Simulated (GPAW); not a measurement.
Crystal: Bi.

```
Bi
1.0
     3.48860   -3.13258    0.00000
     3.48860    3.13258    0.00000
    -1.26023    0.00000    3.11355
Bi
2
Direct
  0.75306 0.75306 0.85738
  0.24694 0.24694 0.14262
```

This isn't the form of Bi at room conditions, which is rhombohedral.

| Item | Value |
| --- | --- |
| Program | GPAW 26.7.0 |
| Task | single point |
| Functional | PBEsol |
| Potentials or basis | PAW data sets generated in the run's folder for this functional |
| Cutoff | 600 eV |
| Basis | pw |
| k mesh | 6 × 6 × 9 |
| Occupations | fermi-dirac, width 0.05 eV |
| Spin | no spin polarisation |

On this cell: pressure -2.5 GPa; largest force 0.064 eV/Å; band gap on the k mesh none (metal or under the smearing width).

The same run follows on a disturbed copy (atoms moved at random, drawn with an rms of 0.05 Å):

```
Bi
1.0
     3.48860   -3.13258    0.00000
     3.48860    3.13258    0.00000
    -1.26023    0.00000    3.11355
Bi
2
Cartesian
  4.1692 0.0043 2.6437
  1.5625 0.0187 0.4507
```

Problem. What does the disturbed cell give?

Solution. The energy (extrapolated to zero smearing) moves by +1.7 meV/atom; pressure -2.6 GPa; largest force 0.109 eV/Å; band gap on the k mesh none (metal or under the smearing width).

Forces on the atoms (eV/Å):
```
Bi   0.090  0.012  0.060
Bi  -0.090 -0.012 -0.060
```

Stress tensor (GPa, compression positive):
```
-2.55 -0.02 -0.26
-0.02 -3.39 -0.01
-0.26 -0.01 -2.00
```

Caveats: spin-orbit coupling is left out, which moves the levels of the heavy elements.
